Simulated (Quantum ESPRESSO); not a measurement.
A run of Quantum ESPRESSO 7.5:

File run.py:

```python
import numpy as np
from ase.calculators.espresso import Espresso, EspressoProfile
from ase.io import read

atoms = read('Pb.cif')

input_data = {
    'control': {'calculation': 'scf', 'prefix': 'pwscf', 'outdir': './tmp', 'tprnfor': True, 'tstress': True, 'disk_io': 'low'},
    'system': {'ecutwfc': 45.0, 'ecutrho': 360.0, 'nbnd': 21, 'occupations': 'smearing', 'smearing': 'fd', 'degauss': 0.00367493, 'vdw_corr': 'grimme-d3', 'dftd3_version': 3},
    'electrons': {'conv_thr': 4e-10, 'electron_maxstep': 120, 'mixing_beta': 0.5},
}
pseudopotentials = {'Pb': 'pb_pbesol_v1.uspp.F.UPF'}
profile = EspressoProfile(command='mpirun -n 2 pw.x -nk 2', pseudo_dir='pseudo')
dft = Espresso(profile=profile, input_data=input_data, pseudopotentials=pseudopotentials, kpts=(7, 7, 7), koffset=(0, 0, 0))
atoms.calc = dft

from ase.optimize import BFGS
from ase.filters import FrechetCellFilter
done = BFGS(FrechetCellFilter(atoms), trajectory='opt.traj').run(fmax=0.02, steps=30)
print('converged', done)
print('cell (A)', np.round(atoms.cell.cellpar(), 5))
print(f'energy {atoms.get_potential_energy():.8f} eV')
print('forces (eV/A)')
print(np.round(atoms.get_forces(), 6))
print('stress (eV/A^3, Voigt)')
print(np.round(atoms.get_stress(), 8))
print(f'Fermi level {dft.get_fermi_level():.4f} eV')
```

Pb.cif

```cif
data_Pb
_cell_length_a 4.86348052
_cell_length_b 4.86348052
_cell_length_c 4.86348052
_cell_angle_alpha 60.00000000
_cell_angle_beta 60.00000000
_cell_angle_gamma 60.00000000
_space_group_name_H-M_alt 'P1'
_space_group_name_Hall 'P 1'
_space_group_IT_number 1
loop_
_space_group_symop_operation_xyz
'x,y,z'
loop_
_atom_site_label
_atom_site_type_symbol
_atom_site_symmetry_multiplicity
_atom_site_Wyckoff_symbol
_atom_site_fract_x
_atom_site_fract_y
_atom_site_fract_z
_atom_site_occupancy
Pb1 Pb 1 a 0.2500000000 0.2500000000 0.2500000000 1
Pb2 Pb 1 a 0.0000000000 0.0000000000 0.0000000000 1
```

Potentials or basis: GBRV 1.5 PBEsol.

Launch:

```sh
$ OMP_NUM_THREADS=1 python run.py
```

Hardware: 2 MPI ranks on Arm Neoverse N1, on a shared host.

**Question.** Estimate the wall time of this run.

**Answer.** Run time: 2.4 min on 2 MPI ranks on Arm Neoverse N1, on a shared host, peak memory 0.38 GiB a rank. Counts: scf iterations 8, k pools 2, bands 21, ion steps 3, k points 44, g dense 62487.
